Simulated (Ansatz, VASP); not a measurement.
# Cross-check of Nb (Nb(100)) between VASP and Ansatz

One calculation is typed for both programs; each brings its own data sets and cutoff. How far apart do they land?

Main program and level: Ansatz 0.2.0; plane waves, with VASP 6.6.1 beside it; single point at PBE.

## Step 1: The starting structure

The cell holds 7 atoms: 7 Nb. Cell: a = 3.300 Å, b = 3.300 Å, c = 27.900 Å, α = 90.0°, β = 90.0°, γ = 90.0°. Vacuum lies along c.

Structure file:

```xyz
7
Lattice="3.3000 0.0000 0.0000 0.0000 3.3000 0.0000 0.0000 0.0000 27.9000" Properties=species:S:1:pos:R:3
Nb    0.0000    0.0000    9.0000
Nb    1.6500    1.6500   10.6500
Nb    0.0000    0.0000   12.3000
Nb    1.6500    1.6500   13.9500
Nb    0.0000    0.0000   15.6000
Nb    1.6500    1.6500   17.2500
Nb    0.0000    0.0000   18.9000
```

## Step 2: VASP: single point, PBE

With cell and atoms fixed, the geometry can't cause a difference; cores, projectors, grids and the points listed under the comparison can.

Lines of VASP's logs that name or quote its potential files are left out, and so is its time.

File INCAR:

```
SYSTEM = Nb
PREC = Normal
ENCUT = 300
EDIFF = 1E-06
NELM = 120
ISMEAR = -1
SIGMA = 0.1
LREAL = .FALSE.
ALGO = Fast
GGA = PE
NBANDS = 58
LORBIT = 11
LWAVE = .FALSE.
LCHARG = .TRUE.
IDIPOL = 3
LDIPOL = .TRUE.
DIPOL = 0.5 0.5 0.5
LVHAR = .TRUE.
LVACPOTAV = .TRUE.
LELF = .TRUE.
NEDOS = 1500
```

File POSCAR:

```
Nb
1.0
    3.3000000000      0.0000000000      0.0000000000
    0.0000000000      3.3000000000      0.0000000000
    0.0000000000      0.0000000000     27.9000000000
Nb
7
Direct
    0.0000000000      0.0000000000      0.3225806452
    0.5000000000      0.5000000000      0.3817204301
    0.0000000000      0.0000000000      0.4408602151
    0.5000000000      0.5000000000      0.5000000000
    0.0000000000      0.0000000000      0.5591397849
    0.5000000000      0.5000000000      0.6182795699
    0.0000000000      0.0000000000      0.6774193548
```

File KPOINTS:

```
Automatic mesh
0
Gamma
12 12 1
0 0 0
```

The projector-augmented-wave data sets are Nb_pv (PBE family, release 64).

Run with:

```
mpirun -np 2 vasp_std
```

Numbers of over 12 decimals in the logs are rounded to 6 here.

The log of the run:

```text
[banner, memory and clock lines left out]
running    2 mpi-ranks, on    1 nodes
 distrk:  each k-point on    2 cores,    1 groups
 distr:  one band on    1 cores,    2 groups

 POSCAR found type information on POSCAR Nb
 POSCAR found :  1 types and       7 ions
 LDA part: xc-table for (Slater+PW92), standard interpolation
 POSCAR, INCAR and KPOINTS ok, starting setup
 FFT: planning ... GRIDC
 FFT: planning ... GRID_SOFT
 FFT: planning ... GRID
 WAVECAR not read
 entering main loop
       N       E                     dE             d eps       ncg     rms          rms(c)
DAV:   1     0.669110424351E+03    0.66911E+03   -0.31771E+04  3936   0.835E+02
DAV:   2    -0.334292335465E+02   -0.70254E+03   -0.67046E+03  3464   0.477E+02
DAV:   3    -0.739123882994E+02   -0.40483E+02   -0.37239E+02  4824   0.102E+02
DAV:   4    -0.763111274463E+02   -0.23987E+01   -0.23277E+01  4936   0.258E+01
DAV:   5    -0.763943956942E+02   -0.83268E-01   -0.82427E-01  5312   0.492E+00    0.452E+01
RMM:   6    -0.112397827626E+03   -0.36003E+02   -0.69301E+01  4976   0.276E+01    0.309E+01
RMM:   7    -0.114423453081E+03   -0.20256E+01   -0.41666E+01  4961   0.283E+01    0.290E+01
RMM:   8    -0.754615847065E+02    0.38962E+02   -0.17176E+01  4313   0.214E+01    0.208E+01
RMM:   9    -0.692954104731E+02    0.61662E+01   -0.17872E+00  3850   0.994E+00    0.120E+01
RMM:  10    -0.678690881290E+02    0.14263E+01   -0.17149E+00  4855   0.426E+00    0.698E+00
RMM:  11    -0.679416226892E+02   -0.72535E-01   -0.29511E-01  5206   0.191E+00    0.763E+00
RMM:  12    -0.677351442505E+02    0.20648E+00   -0.15350E-01  5064   0.131E+00    0.718E+00
RMM:  13    -0.673718243264E+02    0.36332E+00   -0.64198E-01  5198   0.359E+00    0.452E+00
RMM:  14    -0.673728916938E+02   -0.10674E-02   -0.17896E-01  5044   0.168E+00    0.307E+00
[...]
RMM:  22    -0.673570128690E+02    0.40876E-05   -0.43611E-04  4972   0.774E-02    0.327E-02
RMM:  23    -0.673570222844E+02   -0.94154E-05   -0.11521E-04  5479   0.376E-02    0.101E-02
RMM:  24    -0.673570574328E+02   -0.35148E-04   -0.41173E-05  4546   0.168E-02    0.161E-02
RMM:  25    -0.673570868310E+02   -0.29398E-04   -0.17745E-05  3906   0.996E-03    0.116E-02
RMM:  26    -0.673570967074E+02   -0.98764E-05   -0.84263E-06  3613   0.891E-03    0.126E-02
RMM:  27    -0.673571016612E+02   -0.49538E-05   -0.54525E-06  3565   0.761E-03    0.787E-03
RMM:  28    -0.673571034753E+02   -0.18142E-05   -0.24749E-06  3280   0.807E-03    0.702E-03
RMM:  29    -0.673571044114E+02   -0.93609E-06   -0.11050E-06  3166   0.400E-03
|                                                                             |
|           W    W    AA    RRRRR   N    N  II  N    N   GGGG   !!!           |
|           W    W   A  A   R    R  NN   N  II  NN   N  G    G  !!!           |
|           W    W  A    A  R    R  N N  N  II  N N  N  G       !!!           |
|           W WW W  AAAAAA  RRRRR   N  N N  II  N  N N  G  GGG   !            |
|           WW  WW  A    A  R   R   N   NN  II  N   NN  G    G                |
|           W    W  A    A  R    R  N    N  II  N    N   GGGG   !!!           |
|                                                                             |
|     Did not find any points to average over, which means that no vacuum     |
|     field-free region was found. Please increase the size of  your cell     |
|     in the dimension of the dipole correction to obtain accurate            |
|     workfunction values.                                                    |
|                                                                             |

   1 F= -.67357104E+02 E0= -.67194367E+02  d E =-.325475E+00
```

OUTCAR, selected parts (step 2):

```text
ion  position               nearest neighbor table
   1  0.000  0.000  0.323-   2 2.86   2 2.86   2 2.86   2 2.86   3 3.30
   2  0.500  0.500  0.382-   1 2.86   1 2.86   1 2.86   1 2.86   3 2.86   3 2.86   3 2.86   3 2.86
                             4 3.30
   3  0.000  0.000  0.441-   4 2.86   4 2.86   4 2.86   4 2.86   2 2.86   2 2.86   2 2.86   2 2.86
                             5 3.30   1 3.30
   4  0.500  0.500  0.500-   3 2.86   5 2.86   3 2.86   5 2.86   3 2.86   5 2.86   3 2.86   5 2.86
                             2 3.30   6 3.30
   5  0.000  0.000  0.559-   4 2.86   4 2.86   4 2.86   4 2.86   6 2.86   6 2.86   6 2.86   6 2.86
                             3 3.30   7 3.30
   6  0.500  0.500  0.618-   7 2.86   7 2.86   7 2.86   7 2.86   5 2.86   5 2.86   5 2.86   5 2.86
                             4 3.30
   7  0.000  0.000  0.677-   6 2.86   6 2.86   6 2.86   6 2.86   5 3.30

  LATTYP: Found a simple tetragonal cell.
 ALAT       =     3.3000000000
 C/A-ratio  =     8.4545454545

 Subroutine GETGRP returns: Found 16 space group operations
 (whereof 16 operations were pure point group operations)

The static configuration has the point symmetry D_4h.

 Found     28 irreducible k-points:

   k-points           NKPTS =     28   k-points in BZ     NKDIM =     28   number of bands    NBANDS=     58

   dimension x,y,z NGX =    14 NGY =   14 NGZ =  120
   dimension x,y,z NGXF=    28 NGYF=   28 NGZF=  240

   ENCUT  =  300.0 eV  22.05 Ry    4.70 a.u.   4.66  4.66 39.40*2*pi/ulx,y,z

   NELECT =      77.0000    total number of electrons

 k-points in reciprocal lattice and weights: Automatic mesh
   0.00000000  0.00000000  0.00000000       0.007
   0.08333333  0.00000000  0.00000000       0.028
   0.16666667  0.00000000  0.00000000       0.028
   0.25000000  0.00000000  0.00000000       0.028
   0.33333333  0.00000000  0.00000000       0.028
   0.41666667  0.00000000  0.00000000       0.028
   0.50000000  0.00000000  0.00000000       0.014
   0.08333333  0.08333333  0.00000000       0.028
   0.16666667  0.08333333  0.00000000       0.056
[...]
0.50000000  0.41666667  0.00000000       0.028
   0.50000000  0.50000000  0.00000000       0.007

 dipolmoment           0.000000      0.000000     -0.000000 electrons x Angstroem

 average (electrostatic) potential at core
       1 -40.8575       2 -40.1102       3 -39.9918       4 -39.9596       5 -39.9918
       6 -40.1102       7 -40.8575

 E-fermi :   0.0922

 k-point     1 :       0.0000    0.0000    0.0000
  band No.  band energies     occupation
    ...
     31      -2.3096      2.00000
     32      -1.1844      1.99999
     33       0.1485      0.72562
     34       0.1706      0.62717
     35       0.1770      0.59983
     36       0.2607      0.31299
     37       0.2607      0.31299
     38       0.2935      0.23581
     39       0.2935      0.23581
     40       0.4589      0.04982
    ...

 k-point     2 :       0.0833    0.0000    0.0000
  band No.  band energies     occupation
    ...
     33      -0.1517      1.83954
     34       0.0274      1.31330
     35       0.0760      1.08111
     36       0.0806      1.05799
     37       0.0813      1.05454
     38       0.2651      0.30154
     39       0.2863      0.25103
     40       0.4087      0.08098
     41       0.5208      0.02714
     42       0.5725      0.01628
    ...

 k-point     3 :       0.1667    0.0000    0.0000
  band No.  band energies     occupation
    ...
     35      -0.3628      1.97910
     36      -0.1424      1.82525
     37      -0.0328      1.55456
     38       0.0054      1.40890
     39       0.1124      0.89942
     40       0.2168      0.44680
     41       0.7335      0.00327
     42       0.8136      0.00147
     43       0.8716      0.00082
     44       0.8873      0.00070
    ...

  Total       -3.6259072     -3.6259072     -1.8296574      0.0000000      0.0000000      0.0000000
  in kB      -19.1203214    -19.1203214     -9.6482439      0.0000000      0.0000000      0.0000000
  external PRESSURE =     -15.9629623 kB  Pullay stress =       0.0000000 kB

  energy-cutoff  :      300.00
  volume of cell :      303.83
      direct lattice vectors                 reciprocal lattice vectors
     3.300000000  0.000000000  0.000000000     0.303030303  0.000000000  0.000000000
     0.000000000  3.300000000  0.000000000     0.000000000  0.303030303  0.000000000
     0.000000000  0.000000000 27.900000000     0.000000000  0.000000000  0.035842294

 POSITION                                       TOTAL-FORCE (eV/Angst)
 -----------------------------------------------------------------------------------
      0.00000      0.00000      9.00000         0.000000     -0.000000      0.842993
      1.65000      1.65000     10.65000         0.000000     -0.000000     -0.879861
      0.00000      0.00000     12.30000         0.000000      0.000000     -0.404152
      1.65000      1.65000     13.95000         0.000000     -0.000000      0.000000
      0.00000      0.00000     15.60000        -0.000000     -0.000000      0.404152
      1.65000      1.65000     17.25000         0.000000     -0.000000      0.879861
      0.00000      0.00000     18.90000         0.000000      0.000000     -0.842993
 -----------------------------------------------------------------------------------
    total drift:                                0.000000      0.000000     -0.000000

  FREE ENERGIE OF THE ION-ELECTRON SYSTEM (eV)
  ---------------------------------------------------
  free  energy   TOTEN  =       -67.3571044114 eV

  energy  without entropy=      -67.0316290953  energy(sigma->0) =      -67.19436675

 vacuum level on the upper side and lower side of the slab         3.818         3.818

 total charge
# of ion       s       p       d       tot
------------------------------------------
    1        0.394   6.154   2.946   9.494
    2        0.429   6.314   3.081   9.825
    3        0.423   6.308   3.119   9.849
    4        0.426   6.306   3.123   9.854
    5        0.423   6.308   3.119   9.849
    6        0.429   6.314   3.081   9.825
    7        0.394   6.154   2.946   9.494
--------------------------------------------------
tot          2.918  43.858  21.415  68.191

[... 3 further parts left out ...]
```

(Continued in part 2 of 2.)

[Lines on the potential files, build, host, timing and source positions are cut from VASP's logs without a mark.]

[Logs are printed without paths, hosts, clocks, repeated set-up lines and the standing remarks that a program may print on its own settings, such as how far it seeks lower states.]

[Hosts, paths, dates, database ids (printed as entryN), source tags and the programs' standing remarks are cut or masked in the printed files.]
